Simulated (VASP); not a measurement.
Runs of VASP 6.6.1 on GeS. The structure is orthorhombic, space group Pnma (No. 62). The conventional cell has a = 10.481 Å, b = 3.646 Å, c = 4.299 Å, α = 90.00°, β = 90.00°, γ = 90.00°. Ge (site symmetry m) is surrounded by 3 S at 2.44 to 2.45 Å. S (site symmetry m) is surrounded by 3 Ge at 2.44 to 2.45 Å. 

```tsv
task	cell	gap on the mesh (eV)	pressure (GPa)	largest force (eV/Å)
relaxation of cell and atoms	relaxed	1.22	0.0	0.01
relaxation of shape and atoms at fixed volume	atoms relaxed at fixed volume from: a relaxed cell with its volume scaled by 0.96	1.01	1.1	0.01
relaxation of shape and atoms at fixed volume	atoms relaxed at fixed volume from: a relaxed cell with its volume scaled by 1.06	(a)	-0.9	0.01
relaxation of shape and atoms at fixed volume	atoms relaxed at fixed volume from: a relaxed cell with its volume scaled by 0.98	(b)	0.5	0.01
relaxation of shape and atoms at fixed volume	atoms relaxed at fixed volume from: a relaxed cell with its volume scaled by 1.02	1.26	-0.4	-
```

Alike in all rows: level PBE; potentials or basis VASP PAW PBE potentials, release 64 (Ge, S); no spin polarisation; k mesh 2 × 4 × 3; cutoff (eV) 300; smearing gaussian 0.03 eV; the mesh is coarse, so values aren't converged.

**Question.** Fill in the values left out.

**Answer.** (a) 1.28; (b) 1.09.

Caveats: all runs use coarse meshes; the cutoff is under 1.25 times the usual one of these potentials, so pressure, stress and relaxed cells hold a basis-set (Pulay) error; an odd mesh through Γ misses points on the zone boundary, where band edges often lie; this functional lacks dispersion, which binds the layers, so the pressure and a relaxed spacing across them are unreliable (some runs).

A k mesh can miss the band edges, and the runs leave out spin-orbit coupling on Ge.
